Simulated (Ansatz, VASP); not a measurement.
# Two plane-wave programs on NaI

Contents of POSCAR:

```
NaI
1.0
    0.0000000000      3.5431916648      3.5431916648
    3.5431916648      0.0000000000      3.5431916648
    3.5431916648      3.5431916648      0.0000000000
Na I
1 1
Direct
    0.0000000000      0.0000000000      0.0000000000
    0.2500000000      0.2500000000      0.2500000000
```

File INCAR.step1:

```
SYSTEM = NaI
PREC     = Accurate       ! precision mode
ENCUT    = 520            ! plane-wave cutoff, eV
ISMEAR   = 0              ! smearing method
SIGMA    = 0.01           ! smearing width, eV
LREAL    = .False.        ! projectors in reciprocal space
LASPH    = .True.         ! aspherical terms in the spheres
NELM     = 100            ! most SCF steps
NBANDS   = 14             ! bands
GGA      = PE             ! functional
ALGO     = Normal         ! electronic algorithm
EDIFF    = 1E-4           ! SCF threshold, eV
LWAVE    = .True.         ! write WAVECAR
LCHARG   = .False.        ! write CHGCAR
```

Contents of INCAR.step2:

```
SYSTEM = NaI
PREC     = Accurate       ! precision mode
ENCUT    = 520            ! plane-wave cutoff, eV
EDIFF    = 1E-6           ! SCF threshold, eV
ISMEAR   = 0              ! smearing method
SIGMA    = 0.01           ! smearing width, eV
LREAL    = .False.        ! projectors in reciprocal space
LASPH    = .True.         ! aspherical terms in the spheres
NELM     = 100            ! most SCF steps
ALGO     = Normal         ! electronic algorithm
ISIF     = 2              ! what is computed and relaxed
LWAVE    = .False.        ! write WAVECAR
LCHARG   = .True.         ! write CHGCAR
METAGGA  = R2SCAN         ! meta-GGA
LMIXTAU  = .True.       
LELF     = .True.         ! ELF
LVHAR    = .True.       
NBANDS   = 14             ! bands
ISTART   = 1
```

KPOINTS

```
Automatic mesh
0
Gamma
  4 4 4
  0 0 0
```

Input for Ansatz:

```yaml
crystal:
  lattice:
    - [0.0, 3.5431916648, 3.5431916648]
    - [3.5431916648, 0.0, 3.5431916648]
    - [3.5431916648, 3.5431916648, 0.0]
  atoms:
    - { symbol: Na, position: [0.0, 0.0, 0.0] }
    - { symbol: I, position: [0.25, 0.25, 0.25] }
kpoints:
  mp_grid: { grid: [4, 4, 4] }
hamiltonian:
  xc: r2scan
scf:
  occupations: { method: fixed }
  n_extra_bands: 4
output:
  forces: true
  stress: true
  eigenvalues: true
```

The cell was built by a generator and needn't be a form met in nature.

Alike in both runs: task single point; functional r2SCAN; k mesh 4 × 4 × 4; no spin polarisation.

|  | VASP | Ansatz |
| --- | --- | --- |
| version | VASP 6.6.1 | Ansatz 0.2.0 |
| potentials or method | VASP PAW PBE potentials, release 64 (Na_pv, I) | plane waves, PAW |
| plane-wave cutoff (eV) | 520 | 500 |
| occupations | gaussian, width 0.01 eV | fixed |
| valence electrons in the cell | 14 | 26 |

|  | VASP | Ansatz | Ansatz less VASP |
| --- | --- | --- | --- |
| gap on the k mesh at the Fermi level (eV) | 4.42 | 4.42 | -0.005 |
| pressure (GPa) | -0.1 | 0.0 | +0.08 |

The two sets of potentials don't hold the same shells in valence.

Caveats: the PAW data sets were made with another functional, which shifts forces and pressure a little (VASP); spin-orbit coupling is left out, which moves the levels of the heavy elements. r2SCAN opens gaps a little over a GGA but as a rule still falls short of measured ones.
